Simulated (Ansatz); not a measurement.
Field gradients at the nuclei in Te₂Mo under strain

The cell is a structure deposited in the COD, relaxed with PBE at fixed cell and then changed (z compressed by 3 %, ions relaxed).

```xyz
6
Lattice="3.5182 0.0000 0.0000 -1.7591 3.0469 0.0000 0.0000 0.0000 13.5544" Properties=species:S:1:pos:R:3 pbc="T T T"
Te    0.0000    2.0312    8.3584
Te    1.7591    1.0156    1.5812
Te    0.0000    2.0312   11.9732
Te    1.7591    1.0156    5.1960
Mo    0.0000    2.0312    3.3886
Mo    1.7591    1.0156   10.1658
```

Atom numbers follow the list; atoms alike are taken as one site, whose name carries the number of the first.

Computed with Ansatz: DFT, PBE, plane waves and PAW, scalar-relativistic, 420 eV cutoff, Γ-centred 14×14×3 k-points, Fermi–Dirac smearing 0.02 eV.

V_zz is the principal component of the electric field gradient with the largest magnitude, η = (V_xx − V_yy)/V_zz and C_Q = eQV_zz/h. ν_Q = 3|C_Q|/[2I(2I − 1)].

Mo-95: I = 5/2, Q = -22.00 mb. Q values from Pyykkö, Mol. Phys. 116, 1328 (2018).

```tsv
site	atoms (order as listed)	first shell	C_Q (MHz)	η	ν_Q (MHz)
Mo	5, 6	6 Te at 2.72 Å	3.64	0.00	0.546
```

An axis of threefold or higher order runs through Mo, so V_zz lies along it and η is zero.

Te has no stable isotope with a ground-state quadrupole moment in the table, so these sites are left out.

Without spin–orbit coupling the gradients at and beside Te can be off by some per cent, at some sites by more.

The relaxation (5 steps) took 70 s of wall time (69 s of CPU time) and 0.65 GiB at its peak, on 1 thread of Intel Xeon 6975P-C (Granite Rapids) (x86_64; 16 cores open to the job, memory cap 3.0 GiB, no GPU), a shared host with a load of 0.7 a core.
